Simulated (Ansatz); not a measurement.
Input of an Ansatz 0.2.0 run:

Contents of input.yaml:

```yaml
crystal:
  lattice:
    - [3.1768261656, 0.0, 0.0]
    - [-1.5884130828, 2.7512121628, 0.0]
    - [0.0, 0.0, 10.31886201]
  atoms:
    - { symbol: Mg, position: [0.6666666667, 0.3333333333, 0.75] }
    - { symbol: Mg, position: [0.0, 0.0, 0.5] }
    - { symbol: Mg, position: [0.3333333333, 0.6666666667, 0.25] }
    - { symbol: Mg, position: [0.0, 0.0, 0.0] }
hamiltonian:
  xc: r2scan
  pseudopotentials: { kind: paw }
kpoints:
  mp_grid: { grid: [10, 10, 3] }
  band_path:
    path:
      - [[0.0, 0.0, 0.0], [0.5, 0.0, 0.0], [0.3333333333, 0.3333333333, 0.0], [0.0, 0.0, 0.0], [0.0, 0.0, 0.5], [0.5, 0.0, 0.5], [0.3333333333, 0.3333333333, 0.5], [0.0, 0.0, 0.5]]
      - [[0.5, 0.0, 0.5], [0.5, 0.0, 0.0]]
      - [[0.3333333333, 0.3333333333, 0.0], [0.3333333333, 0.3333333333, 0.5]]
    npoints: 14
scf:
  occupations: { method: fermi_dirac, width: 0.05 }
  n_extra_bands: 10
output:
  forces: true
  stress: true
  eigenvalues: true
  fatbands: false
  write_density: true
  write_potential: true
  elf: true
  volumetric_format: npy
```

Potentials or basis: Ansatz PAW.

Command:

```console
$ ansatz run input.yaml --threads 2 --pin off --max-ram 5632MiB --backend cpu --events-out ev --progress --plain --runs-dir out
```

Task: Predict the pressure.

Result: 0.2 GPa.

Task: Estimate the band gap on the k mesh.

Result: None (metal or under the smearing width).

Levels at the corners of the path, in eV from the Fermi level:
```
point  band 17  band 18  band 19  band 20  band 21  band 22  band 23  band 24
    Γ    -7.58    -6.08    -6.08    -2.04    -1.30     5.32     5.33    11.71
    M    -2.47    -2.38    -1.36    -1.26    -0.60    -0.51     2.81     2.94
    K    -0.83    -0.83    -0.69     0.06     0.26     0.26     1.07     1.07
    Γ    -7.58    -6.08    -6.08    -2.04    -1.30     5.32     5.33    11.71
    A    -7.20    -7.20    -4.24    -4.24     1.54     1.54     9.60     9.60
    L    -2.19    -2.19    -1.94    -1.94     0.63     0.63     1.13     1.13
    H    -0.65    -0.65    -0.40    -0.40    -0.28    -0.28     1.95     1.95
    A    -7.20    -7.20    -4.24    -4.24     1.54     1.54     9.60     9.60
    L    -2.19    -2.19    -1.94    -1.94     0.63     0.63     1.13     1.13
    M    -2.47    -2.38    -1.36    -1.26    -0.60    -0.51     2.81     2.94
    K    -0.83    -0.83    -0.69     0.06     0.26     0.26     1.07     1.07
    H    -0.65    -0.65    -0.40    -0.40    -0.28    -0.28     1.95     1.95
```

Caveat: the PAW data sets come from PBE, with cores solved anew for the run's functional, which leaves a small shift of forces and pressure.
